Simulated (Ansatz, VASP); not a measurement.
One calculation of Ta, two programs

```
CELL_PARAMETERS angstrom
-1.65128 1.65128 1.65128
1.65128 -1.65128 1.65128
1.65128 1.65128 -1.65128
ATOMIC_POSITIONS crystal
Ta 0.00000 0.00000 0.00000
```

Alike in both runs: task electric field gradients; functional PBEsol; k mesh 15 × 15 × 15; occupations fermi-dirac, width 0.05 eV; no spin polarisation.

```csv
,VASP,Ansatz
version,VASP 6.6.1,Ansatz 0.2.0
potentials or method,"VASP PAW PBE potentials, release 64 (Ta_pv)","PAW with Ansatz's default frozen-core files, scalar-relativistic"
plane-wave cutoff (eV),520,420
valence electrons in the cell,11,13
```

VASP gave:

- pressure (GPa): -3.9
- Vzz of the field gradient on the site that differs most (V/Å²): 0.0

**Question.** What did Ansatz give for the same quantities?

**Answer.** Pressure (GPa): -4.1; Vzz of the field gradient on the site that differs most (V/Å²): 0.0.

The two sets of potentials don't hold the same shells in valence. Ansatz warned: «gradients_without_spin_orbit».

Caveats: the PAW data sets were made with another functional, which shifts forces and pressure a little (VASP). Spin-orbit coupling is left out, which matters for the levels of Ta.
